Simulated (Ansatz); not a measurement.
Antifluorite Mg2Si: a single-point calculation in the plane-wave code Ansatz (PBE). The cell was relaxed with r2SCAN and then strained, so it isn't that functional's minimum.

Input (YAML):
```yaml
crystal:
  lattice:
    - [0.0, 3.1689631855, 3.1689631855]
    - [3.1689631855, 0.0, 3.1689631855]
    - [3.1689631855, 3.1689631855, 0.0]
  atoms:
    - { symbol: Si, position: [0.0, 0.0, 0.0] }
    - { symbol: Mg, position: [0.25, 0.25, 0.25] }
    - { symbol: Mg, position: [0.75, 0.75, 0.75] }
kpoints:
  mp_grid: { grid: [8, 8, 8] }
  band_path:
    path:
      - [0.0, 0.0, 0.0]
      - [0.5, 0.0, 0.5]
      - [0.625, 0.25, 0.625]
      - [0.375, 0.375, 0.75]
      - [0.5, 0.5, 0.5]
      - [0.5, 0.25, 0.75]
      - [0.0, 0.5, 0.5]
    npoints: 1
hamiltonian:
  xc: pbe
scf:
  occupations: { method: fermi_dirac, width: 0.02 }
  n_extra_bands: 4
output:
  forces: true
  stress: true
  eigenvalues: true
  write_density: true
  write_potential: true
  elf: true
  volumetric_format: npy
```

Command: `ansatz run input.yaml --threads 2 --pin off --max-ram 29491MiB --backend cpu --events-out ev --progress --plain --runs-dir out`. It took 0.85 s on 2 threads of AMD EPYC 7R13 Processor (Zen 3) (shared host), load about 0.7 per core; peak host memory 0.45 GiB.

The log, with set-up remarks and timings taken out:
```
scf.n_extra_bands = 4 over 12 filled bands (N_el = 24.0): the run solves 16 bands
Functional definition: PBE
Crystal: 3 atoms, lattice volume = 63.648 Å³
Basis set: ecut = 420 eV, 1243 PW (Γ)
Symmetry: 48 space group operations
Space group: Fm-3m (ITA 225)
k-points: 29 of 512
preconditioner: auto → none  [insulator: Δε(μ)=0.118 eV  σ=0.020 eV  ℏωp=13.2 eV]
NSCF: frozen V_eff on 7 k-points
Free energy (F): -4483.888155 eV
Internal energy: -4483.888137 eV  (E = F + TS)
E sigma→0 (E₀):  -4483.888146 eV
Entropy (-TS):   -0.000018 eV (-0.006 meV/atom)
Fermi energy:    6.037296 eV
--- Per-component energies (eV) ---
  E_band       = -702.538706
  E_kinetic    = 190.829323
  E_local      = -3395.098037
  E_nonlocal   = 216.942453
  E_hartree    = 1232.150141
  E_xc         = -112.819851
  E_vxc        = -121.135727
  E_paw        = -1097.542850
  E_vpaw       = -58.377045
  E_ewald      = -1518.349315
  E_smearing   = -0.000018
--- Stress (GPa, compression-positive) ---
        0.698984       0.000000       0.000000
        0.000000       0.698984       0.000000
        0.000000       0.000000       0.698984
  P = ⅓ Tr σ = 0.6990 GPa (6.990 kbar)
```

bands.tsv, columns around the gap (it counts bands from 0):
```tsv
# k_distance	band_7	band_8	band_9	band_10	band_11	band_12	band_13	band_14	band_15
# fermi_ev = 6.037296
# [0, 0, 0] at k_distance = 0.000000
# [0.5, 0, 0.5] at k_distance = 0.991363
# [0.625, 0.25, 0.625] at k_distance = 1.341863
# [0.375, 0.375, 0.75] at k_distance = 1.948946
# [0.5, 0.5, 0.5] at k_distance = 2.556029
# [0.5, 0.25, 0.75] at k_distance = 3.257029
# [0, 0.5, 0.5] at k_distance = 4.365406
# levels_relative_to = fermi_ev
0.000	-42.738	-9.236	-0.101	-0.101	-0.101	1.814	2.483	2.483	2.483
0.991	-42.735	-7.234	-4.541	-2.045	-2.045	0.101	0.326	7.862	7.862
1.342	-42.735	-7.256	-4.115	-3.544	-1.724	0.604	2.894	5.766	6.012
1.949	-42.735	-7.256	-4.115	-3.544	-1.724	0.604	2.894	5.766	6.012
2.556	-42.745	-7.797	-4.868	-0.801	-0.801	1.189	2.462	2.462	4.924
3.257	-42.735	-7.185	-3.703	-3.703	-2.761	2.571	3.487	3.487	3.824
4.365	-42.735	-7.234	-4.541	-2.045	-2.045	0.101	0.326	7.862	7.862
```
In order the rows are Γ, X, U, K, L, W, X.

Planar averages along the third cell vector, from rho_z.tsv and v_z.tsv (valence density with its augmentation; electrostatic potential energy of an electron, of which only differences have a meaning):
```csv
z (Å),ρ (e/Å³),v_es (eV)
0.00,0.186,-1.16
0.30,0.197,-0.86
0.60,0.334,-0.55
0.90,0.709,-0.27
1.20,0.829,0.53
1.49,0.443,2.50
1.79,0.141,4.72
2.09,0.081,5.82
2.24,0.078,5.92
2.54,0.095,5.44
2.84,0.252,3.68
3.14,0.668,1.39
3.44,0.843,0.01
3.73,0.507,-0.44
4.03,0.235,-0.67
4.33,0.188,-1.07
```

With PBE the valence top lies at Γ and the conduction bottom at X, 0.20 eV higher; the smallest vertical gap, at Γ, is 1.91 eV. At this geometry PBE finds +0.70 GPa, compression counted positive: its own equilibrium volume is larger.

The values are computed, spin-unpolarised, and not measurements.
